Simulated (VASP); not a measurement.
The system is AgBr.

```
CELL_PARAMETERS angstrom
0.00000 2.87015 2.87015
2.87015 0.00000 2.87015
2.87015 2.87015 0.00000
ATOMIC_POSITIONS crystal
Ag 0.00000 0.00000 0.00000
Br 0.50000 0.50000 0.50000
```

| Item | Value |
| --- | --- |
| Program | VASP 6.6.1 |
| Task | single point |
| Functional | PBE |
| Potentials or basis | VASP PAW PBE potentials, release 64 (Ag, Br) |
| Cutoff | 520 eV |
| k mesh | 8 × 8 × 8 |
| Occupations | fermi-dirac, width 0.05 eV |
| Spin | no spin polarisation |

On this cell: pressure 2.3 GPa; largest force zero by symmetry; band gap on the k mesh 0.67 eV, indirect (least direct gap 2.61 eV).

The same run follows on a disturbed copy (atoms moved at random, drawn with an rms of 0.05 Å):

```
Ag Br
1.0
     0.00000    2.87015    2.87015
     2.87015    0.00000    2.87015
     2.87015    2.87015    0.00000
Ag Br
1 1
Cartesian
  0.0018 0.0285 0.0058
  2.8517 2.9138 2.8666
```

Q: What does the disturbed cell give?

A: The energy moves by +0.2 meV/atom; pressure 2.3 GPa; largest force 0.034 eV/Å; band gap on the k mesh 0.67 eV, indirect (least direct gap 2.60 eV).

Forces in eV/Å, atoms in the order of the input:
```
Ag  -0.025  0.019 -0.012
Br   0.025 -0.019  0.012
```

A k mesh can miss the band edges.
